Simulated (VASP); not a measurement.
# TaN (P6_3/mmc) in VASP: settings compared

Aim: see how the results for TaN move with the level of theory and the settings. Levels: PBE, r2SCAN. Tasks: phonons, band structure.

Everything below comes from runs of VASP 6.6.1. Logs are shortened: lines on timing, memory, paths and dates and some standing lists are left out, and cuts for length are marked.

## Step 1: The structure

Symmetry: P6_3/mmc, No. 194, hexagonal system. Conventional cell: a = 2.922 Å, b = 2.922 Å, c = 5.917 Å, α = 90.00°, β = 90.00°, γ = 120.00°. Around Ta (site symmetry -3m) lie 6 N at 2.24 Å. N (site symmetry -6m2) is surrounded by 6 Ta at 2.24 Å.

The cell comes from a database or a generator and needn't be the stable form of this composition.

## Step 2: Phonons, PBE

POSCAR

```
TaN
1.0
    2.9217699809      0.0000000000      0.0000000000
   -1.4608849905      2.5303270275      0.0000000000
    0.0000000000      0.0000000000      5.9165150000
Ta N
2 2
Direct
    0.0000000000      0.0000000000      0.5000000000
    0.0000000000      0.0000000000      0.0000000000
    0.3333333333      0.6666666667      0.2500000000
    0.6666666667      0.3333333333      0.7500000000
```

INCAR.step1

```
ALGO = Normal ; EDIFF = 1E-8
EDIFFG = -0.002 ; ENCUT = 600
GGA = PE ; IBRION = 2
ISIF = 3 ; ISMEAR = 0
LASPH = True ; LCHARG = False
LREAL = False ; LWAVE = False
NELM = 60 ; NSW = 40
PREC = Accurate ; SIGMA = 0.02
```

INCAR.step2

```
ALGO = Normal ; EDIFF = 1E-8
ENCUT = 600 ; GGA = PE
IBRION = 8 ; ISIF = 2
ISMEAR = 0 ; LASPH = True
LCHARG = False ; LREAL = False
LWAVE = False ; NELM = 60
NSW = 1 ; PREC = Accurate
SIGMA = 0.02
```

KPOINTS

```
k-points
0
Gamma
  7 7 4
```

Potentials or basis: VASP PAW PBE potentials, release 64 (Ta_pv, N).

On the command line:

```
$ cat potpaw_PBE.64/Ta_pv/POTCAR potpaw_PBE.64/N/POTCAR > POTCAR
$ cp INCAR.step1 INCAR
$ mpirun -np 1 vasp_std > vasp.out
$ cp CONTCAR POSCAR
$ cp INCAR.step2 INCAR
$ mpirun -np 1 vasp_std > vasp.out
```

OUTCAR:

```text
EDIFF = 1E-8
   ENCUT = 600
   GGA = PE
   IBRION = 8
   ISIF = 2
   ISMEAR = 0
   LASPH = True
   LREAL = False
   NELM = 60
   NSW = 1
   PREC = Accurate

 ion  position               nearest neighbor table
   1  0.000  0.000  0.500-   3 2.24   4 2.24   4 2.24   3 2.24   4 2.24   3 2.24   2 2.96   2 2.96

   2  0.000  0.000  0.000-   3 2.24   4 2.24   4 2.24   3 2.24   4 2.24   3 2.24   1 2.96   1 2.96

   3  0.333  0.667  0.250-   1 2.24   2 2.24   1 2.24   2 2.24   1 2.24   2 2.24
   4  0.667  0.333  0.750-   1 2.24   2 2.24   1 2.24   2 2.24   1 2.24   2 2.24

  LATTYP: Found a hexagonal cell.
 ALAT       =     2.9154405013
 C/A-ratio  =     2.0338599559

  Lattice vectors:

 A1 = (   2.9154405013,   0.0000000000,   0.0000000000)
 A2 = (  -1.4577202507,   2.5248455374,   0.0000000000)
 A3 = (   0.0000000000,   0.0000000000,   5.9295976895)

Analysis of symmetry for initial positions (statically):
=====================================================================
 Subroutine PRICEL returns:
 Original cell was already a primitive cell.

 Routine SETGRP: Setting up the symmetry group for a
 hexagonal supercell.

 Subroutine GETGRP returns: Found 24 space group operations
 (whereof 12 operations were pure point group operations)
 out of a pool of 24 trial point group operations.

The static configuration has the point symmetry D_3d.
 The point group associated with its full space group is D_6h.

Analysis of symmetry for dynamics (positions and initial velocities):
=====================================================================
 Subroutine PRICEL returns:
 Original cell was already a primitive cell.

 Routine SETGRP: Setting up the symmetry group for a
 hexagonal supercell.

 Subroutine GETGRP returns: Found 24 space group operations
 (whereof 12 operations were pure point group operations)
[... 748 lines left out ...]

  energy  without entropy=      -44.0230654883  energy(sigma->0) =      -44.02317462

[... ionic steps 2 to 9 ...]

--------------------------------------- Ionic step       10  -------------------------------------------

------------------------ aborting loop because EDIFF is reached ----------------------------------------

[... ionic steps 11 to 11 ...]

--------------------------------------- Ionic step       12  -------------------------------------------

 Free energy of the ion-electron system (eV)
  ---------------------------------------------------
  ---------------------------------------------------
  free energy    TOTEN  =        -0.25374265 eV

  energy without entropy =       -0.25374265

------------------------ aborting loop because EDIFF is reached ----------------------------------------

 INTERNAL STRAIN TENSOR  FOR ION    3  DIRECTION 3   (eV/Angst):
 -----------------------------------------------------------------------------
     0.00113  0.00000 -0.00000
     0.00000  0.00113  0.00000
     0.00000  0.00000 -0.00637

 INTERNAL STRAIN TENSOR FOR ION    4 for displacements in x,y,z  (eV/Angst):
          X           Y           Z          XY          YZ          ZX
  --------------------------------------------------------------------------------
  x     0.00000    -0.00000    -0.00000    -7.74177     0.00000     0.00000
  y    -7.74177     7.74177     0.00000    -0.00000     0.00000     0.00000
  z     0.00000     0.00000     0.00000     0.00000    -0.00000     0.00000

 SECOND DERIVATIVES (NOT SYMMETRIZED)
 ------------------------------------
               1X          1Y          1Z          2X          2Y          2Z          3X          3Y          3Z          4X          4Y          4Z
  1X   -10.498784    0.000000    0.000000    2.655553   -0.000000    0.000000    3.921616   -0.000000    0.000000    3.921616   -0.000000    0.000000
  1Y     0.000000  -10.498784    0.000000   -0.000000    2.655553    0.000000   -0.000000    3.921616    0.000000   -0.000000    3.921616    0.000000
  1Z    -0.000000    0.000000  -28.771807   -0.000000   -0.000000   17.010270    0.000000   -0.000000    5.880768    0.000000    0.000000    5.880768
  2X     2.655553   -0.000000    0.000000  -10.498784    0.000000    0.000000    3.921616   -0.000000    0.000000    3.921616   -0.000000    0.000000
  2Y    -0.000000    2.655553    0.000000    0.000000  -10.498784    0.000000   -0.000000    3.921616    0.000000   -0.000000    3.921616    0.000000
  2Z     0.000000    0.000000   17.010270    0.000000   -0.000000  -28.771807   -0.000000    0.000000    5.880768   -0.000000    0.000000    5.880768
  3X     3.916969   -0.000000   -0.000000    3.916969   -0.000000    0.000000   -9.946097    0.000000    0.000000    2.112158   -0.000000    0.000000
  3Y    -0.000000    3.916969    0.000000   -0.000000    3.916969   -0.000000    0.000000   -9.946097    0.000000   -0.000000    2.112158    0.000000
  3Z    -0.000000    0.000000    5.875124    0.000000    0.000000    5.875124    0.000000    0.000000  -13.006597   -0.000000    0.000000    1.256349
  4X     3.916969   -0.000000   -0.000000    3.916969   -0.000000    0.000000    2.112158   -0.000000    0.000000   -9.946097    0.000000    0.000000
  4Y    -0.000000    3.916969    0.000000   -0.000000    3.916969   -0.000000   -0.000000    2.112158    0.000000    0.000000   -9.946097    0.000000
  4Z    -0.000000    0.000000    5.875124    0.000000    0.000000    5.875124   -0.000000    0.000000    1.256349    0.000000    0.000000  -13.006597

 Eigenvectors and eigenvalues of the dynamical matrix
 ----------------------------------------------------

   1 f  =   15.778867 THz    99.141548 2PiTHz  526.326362 cm-1    65.256123 meV
             X         Y         Z           dx          dy          dz
      0.000000  0.000000  2.964799    -0.000000    0.000000   -0.000000
      0.000000  0.000000  0.000000    -0.000000   -0.000000   -0.000000
     -0.000000  1.683230  1.482399    -0.000000    0.000000   -0.707107
      1.457720  0.841615  4.447198     0.000000   -0.000000    0.707107
[... 71 lines left out ...]
  12 f/i=    0.001859 THz     0.011678 2PiTHz    0.061995 cm-1     0.007686 meV
             X         Y         Z           dx          dy          dz
      0.000000  0.000000  2.964799    -0.128014    0.669077    0.000000
      0.000000  0.000000  0.000000    -0.128014    0.669077    0.000000
     -0.000000  1.683230  1.482399    -0.035630    0.186224    0.000000
      1.457720  0.841615  4.447198    -0.035630    0.186224    0.000000

--------------------------------------------------------------------------------------------------------

 ELASTIC MODULI CONTR FROM IONIC RELAXATION (kBar)
 Direction    XX          YY          ZZ          XY          YZ          ZX
 --------------------------------------------------------------------------------
 XX        -364.8992    364.8992      0.0000      0.0000     -0.0000      0.0000
 YY         364.8992   -364.8992     -0.0000      0.0000      0.0000     -0.0000
 ZZ           0.0000     -0.0000     -0.0000     -0.0000     -0.0000      0.0000
 XY           0.0000      0.0000     -0.0000   -364.8992     -0.0000      0.0000
 YZ          -0.0000      0.0000     -0.0000     -0.0000     -0.0000      0.0000
 ZX           0.0000     -0.0000      0.0000      0.0000      0.0000     -0.0000
 --------------------------------------------------------------------------------
```

OUTCAR.step1:

```text
EDIFF = 1E-8
   EDIFFG = -0.002
   ENCUT = 600
   GGA = PE
   IBRION = 2
   ISIF = 3
   ISMEAR = 0
   LASPH = True
   LREAL = False
   NELM = 60
   NSW = 40
   PREC = Accurate

 ion  position               nearest neighbor table
[... 366 lines left out ...]
 fundamental gap:      0.0630802234
 Fermi energy:         8.0397536723

 k-point     1 :       0.0000    0.0000    0.0000
  band No.  band energies     occupation
      1     -27.4633      2.00000
      2     -26.7313      2.00000
      3     -26.4764      2.00000
      4     -26.4764      2.00000
      5     -26.4174      2.00000
      6     -26.4174      2.00000
[... 572 lines left out ...]
  FREE ENERGIE OF THE ION-ELECTRON SYSTEM (eV)
  ---------------------------------------------------
  free  energy   TOTEN  =       -44.0234037377 eV

  energy  without entropy=      -44.0231854704  energy(sigma->0) =      -44.02329460

 reached required accuracy - stopping structural energy minimisation
```

OSZICAR.step1:

```text
N       E                     dE             d eps       ncg     rms          rms(c)
DAV:   1     0.301615541269E+03    0.30162E+03   -0.19458E+04   960   0.188E+03
DAV:   2    -0.329844632765E+02   -0.33460E+03   -0.32498E+03  1136   0.501E+02
DAV:   3    -0.490027801263E+02   -0.16018E+02   -0.15551E+02  1208   0.100E+02
[... 53 lines left out ...]
DAV:   4    -0.440234025850E+02   -0.18585E-06   -0.29721E-06  1164   0.143E-02    0.694E-03
DAV:   5    -0.440234034174E+02   -0.83244E-06   -0.36211E-07  1172   0.419E-03    0.223E-03
DAV:   6    -0.440234037551E+02   -0.33769E-06   -0.28078E-07  1132   0.374E-03    0.470E-04
DAV:   7    -0.440234037310E+02    0.24099E-07   -0.76955E-09   584   0.919E-04    0.423E-04
DAV:   8    -0.440234037377E+02   -0.67403E-08   -0.32877E-09   564   0.476E-04
   5 F= -.44023404E+02 E0= -.44023295E+02  d E =-.129762E-04
```

Wall time 8.8 min (1 thread of AMD EPYC 7R43 (Zen 3), shared host); peak memory 0.27 GiB.

Results:

```
Relaxed volume                                          : 10.91 Å³/atom
Relaxed cell                                            : a = 2.915 Å, b = 2.915 Å, c = 5.930 Å, α = 90.00°, β = 90.00°, γ = 120.00°
Space group after relaxing (to 0.05 Å)                  : P6_3/mmc (No. 194)
Highest phonon frequency at Γ, LO-TO splitting left out : 526 cm⁻¹
```

Step by step:
```tsv
step	energy change (eV)	largest force (eV/Å)	pressure (GPa)	volume (Å³)
1	0.0000	0.0000	-0.55	43.74
2	0.0002	0.0000	0.97	43.50
3	-0.0012	0.0000	0.17	43.63
4	-0.0012	0.0000	-0.31	43.69
5	-0.0012	0.0000	0.01	43.65
```

Final structure:
```
CELL_PARAMETERS angstrom
2.91544 0.00000 0.00000
-1.45772 2.52485 0.00000
0.00000 0.00000 5.92960
ATOMIC_POSITIONS crystal
Ta 0.00000 0.00000 0.50000
Ta 0.00000 0.00000 0.00000
N 0.33333 0.66667 0.25000
N 0.66667 0.33333 0.75000
```

Phonon frequencies in cm⁻¹ (negative: imaginary):
| q point | frequencies |
| --- | --- |
| (0.000, 0.000, 0.000) | 0 0 0 141 141 262 405 405 484 484 496 526 |

Spin-orbit coupling is left out, which matters for the levels of Ta.

(Part 1 of 2 ends here.)
